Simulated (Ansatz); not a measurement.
# What a change of settings does: Zr (bcc type)

First run: DFT, PBEsol, PAW with Ansatz's default frozen-core files, scalar-relativistic (Ansatz 0.2.0).

Command: `ansatz run input.yaml --threads 1 --pin off --max-ram 3584MiB --backend cpu --events-out ev --progress --plain --runs-dir out` It took 20 s on 1 thread of Intel(R) Xeon(R) 6975P-C (Granite Rapids), with other jobs on the host, peak memory 0.76 GiB.

```yaml
crystal:
  lattice:
    - [-3.5198916364, 7.0397832728, 0.0]
    - [0.0, 0.0, 3.5198916364]
    - [7.0397832728, 3.5198916364, 0.0]
  atoms:
    - { symbol: Zr, position: [0.0, 0.0, 0.0] }
    - { symbol: Zr, position: [0.4, 0.0, 0.2] }
    - { symbol: Zr, position: [0.1, 0.5, 0.3] }
    - { symbol: Zr, position: [0.2, 0.0, 0.6] }
    - { symbol: Zr, position: [0.7, 0.5, 0.1] }
    - { symbol: Zr, position: [0.8, 0.0, 0.4] }
    - { symbol: Zr, position: [0.5, 0.5, 0.5] }
    - { symbol: Zr, position: [0.6, 0.0, 0.8] }
    - { symbol: Zr, position: [0.3, 0.5, 0.9] }
    - { symbol: Zr, position: [0.9, 0.5, 0.7] }
kpoints:
  mp_grid: { grid: [5, 10, 5] }
scf:
  occupations: { method: fermi_dirac, width: 0.05 }
hamiltonian:
  xc: pbesol
  pseudopotentials: { kind: paw }
output:
  forces: true
  stress: true
  eigenvalues: true
```

The cell comes from a relaxation on PAW files under the same functional, begun from a prototype that needn't be the stable phase.

This run: bulk in the slab's orientation.

It converges in 6 SCF iterations at a pressure of 0.05 GPa, cutoff 420 eV.

The input is then changed:

```diff
 scf:
-  occupations: { method: fermi_dirac, width: 0.05 }
+  occupations: { method: fermi_dirac, width: 0.025 }
+  mixing: { preconditioner: resta }
 hamiltonian:
```

Predict the outcome of the changed run.

It converges in 6 SCF iterations at a pressure of -0.02 GPa, cutoff 420 eV, free energy +4.6 meV/atom against the first run's. More than one line changes, and not each need have an effect.
